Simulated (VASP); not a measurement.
The system is SiC (Moissanite).

```
Si C
1.0
     3.07600    0.00000    0.00000
    -1.53800    2.66389    0.00000
     0.00000    0.00000    5.04800
Si C
2 2
Direct
  0.66667 0.33333 0.50000
  0.33333 0.66667 0.00000
  0.66667 0.33333 0.88500
  0.33333 0.66667 0.38500
```

A sound run:

```yaml
Program: VASP 6.6.1
Task: dielectric tensor
Functional: PBE
Potentials_or_basis: VASP PAW PBE potentials, release 64 (Si, C)
Cutoff: 800 eV
k_mesh: 12 × 12 × 6
Occupations: gaussian, width 0.01 eV
Spin: no spin polarisation
```

It gives band gap on the k mesh 2.32 eV, indirect (least direct gap 4.08 eV).

Question: What do these careless settings give instead: cutoff 650 eV in place of 800 eV; k mesh 8 × 8 × 4 in place of 12 × 12 × 6?

Answer: Band gap on the k mesh 2.58 eV, indirect (least direct gap 4.08 eV). The run converged, but these numbers show the error of the settings and aren't properties of the crystal.
